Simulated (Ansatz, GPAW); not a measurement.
Given: the input of a run of GPAW 26.7.0 (ASE script) on HfN. 

The input run.py:

```python
from ase import Atoms
from ase.dft.bandgap import bandgap
from ase.io import write
from ase.units import Bohr, GPa
from gpaw import GPAW, PW
from gpaw.elf import elf_from_dft_calculation

atoms = Atoms(['Hf', 'N'],
              cell=[[0.0, 2.256, 2.256],
                    [2.256, 0.0, 2.256],
                    [2.256, 2.256, 0.0]],
              scaled_positions=[[0.0, 0.0, 0.0],
                                [0.5, 0.5, 0.5]],
              pbc=True)

calc = GPAW(mode=PW(800),
            xc='PBE',
            kpts={'size': (10, 10, 10), 'gamma': True},
            occupations={'name': 'methfessel-paxton', 'order': 0, 'width': 0.012},
            nbands=19,
            convergence={'density': 1e-05, 'energy': 1e-05},
            maxiter=150,
            txt='gpaw.txt')
atoms.calc = calc
energy = atoms.get_potential_energy()
forces = atoms.get_forces()
stress = atoms.get_stress()
calc.write('gs.gpw')
write('result.traj', atoms)
print(f'Energy: {energy:.6f} eV')
print('Forces (eV/A):')
print(forces.round(4))
print('Stress (GPa):', (stress / GPa).round(3))
print('Fermi level:', round(calc.get_fermi_level(), 4), 'eV')
print(f'Gap: {bandgap(calc)[0]:.4f} eV, direct: {bandgap(calc, direct=True)[0]:.4f} eV')

# fields on the real-space grid
write('density.cube', atoms, data=calc.get_pseudo_density() * Bohr**3)
write('potential.cube', atoms, data=calc.get_electrostatic_potential())
write('elf.cube', atoms, data=elf_from_dft_calculation(calc).data)
```

Potentials or basis: GPAW PAW data sets (gpaw-data 1.2.1), pw.

Command:

```console
$ OMP_NUM_THREADS=1 python run.py
```

Q: What does the same run look like in Ansatz 0.2.0? Potentials or basis there: Ansatz PAW, cutoff 420 eV.

A: As run (cutoffs and basis follow the program's own potentials, and thresholds, step limits or extra output files can differ):

File input.yaml:

```yaml
crystal:
  lattice:
    - [0.0, 2.256, 2.256]
    - [2.256, 0.0, 2.256]
    - [2.256, 2.256, 0.0]
  atoms:
    - { symbol: Hf, position: [0.0, 0.0, 0.0] }
    - { symbol: "N", position: [0.5, 0.5, 0.5] }
hamiltonian:
  xc: pbe
  pseudopotentials: { kind: paw }
kpoints:
  mp_grid: { grid: [10, 10, 10] }
scf:
  occupations: { method: gaussian, width: 0.012 }
output:
  forces: true
  stress: true
  eigenvalues: true
  write_density: true
  write_potential: true
  elf: true
  volumetric_format: npy
```

Potentials or basis: Ansatz PAW.

Command:

```sh
$ ansatz run input.yaml --threads 2 --pin off --max-ram 5632MiB --backend cpu --events-out ev --progress --plain --runs-dir out
```

Both were run:

|  | GPAW | Ansatz |
| --- | --- | --- |
| Pressure | 6.7 GPa | 6.6 GPa |

Ansatz's pressure holds a Pulay term of +0.50 GPa for its cutoff of 420 eV, which the other run lacks.

The potentials hold 17 and 31 valence electrons a cell.

Where Ansatz's input types no cutoff or centring, it takes its own default and a Γ-centred mesh.

Pressure is positive in compression.
